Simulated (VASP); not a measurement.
Here is a VASP 6.6.1 calculation.

INCAR

```
SYSTEM = SiC
ALGO = Normal
EDIFF = 1E-8
ENCUT = 600
ISIF = 2
ISMEAR = 0
KPAR = 2
LASPH = .True.
LCHARG = .False.
LEPSILON = .True.
LREAL = .False.
LWAVE = .False.
NELM = 80
PREC = Accurate
SIGMA = 0.03
```

File KPOINTS:

```
k-points
0
Gamma
  15 15 4
  0 0 0
```

File POSCAR:

```
SiC                                     
1.0
    3.0594899185      0.0000000000      0.0000000000
   -1.5297449591      2.6495959920     -0.0000000000
    0.0000000000      0.0000000000     10.0160335917
  Si              C             
     4     4
Direct
     0.6666666699999979    0.3333333300000021    0.9378423593189220
     0.3333333300000021    0.6666666699999979    0.4378423593189219
     0.0000000000000000    0.0000000000000000    0.6878928006190324
     0.0000000000000000    0.0000000000000000    0.1878928006190324
     0.6666666699999979    0.3333333300000021    0.7498099621758459
     0.3333333300000021    0.6666666699999979    0.2498099621758458
     0.0000000000000000    0.0000000000000000    0.5004538778862072
     0.0000000000000000    0.0000000000000000    0.0004538778862072
```

Potentials or basis: VASP PAW LDA potentials, release 64 (Si, C).

Launch:

```console
$ cat potpaw_LDA.64/Si/POTCAR potpaw_LDA.64/C/POTCAR > POTCAR
$ mpirun -np 2 vasp_std > vasp.out
```

What does it give for the electronic dielectric tensor (diagonal)?

6.97, 6.97, 7.27.

Predict the Born charges (mean of the diagonal).

Si +2.67, +2.78; C -2.73, -2.72 e.

What does it give for the band gap on the k mesh?

2.21 eV, indirect (least direct gap 3.33 eV).

Electronic dielectric tensor:
```
6.97 0.00 0.00
0.00 6.97 0.00
0.00 0.00 7.27
```

Caveat: an odd mesh through Γ misses points on the zone boundary, where band edges often lie. Expect the measured gap to be larger: semilocal functionals such as LDA lack the derivative discontinuity.
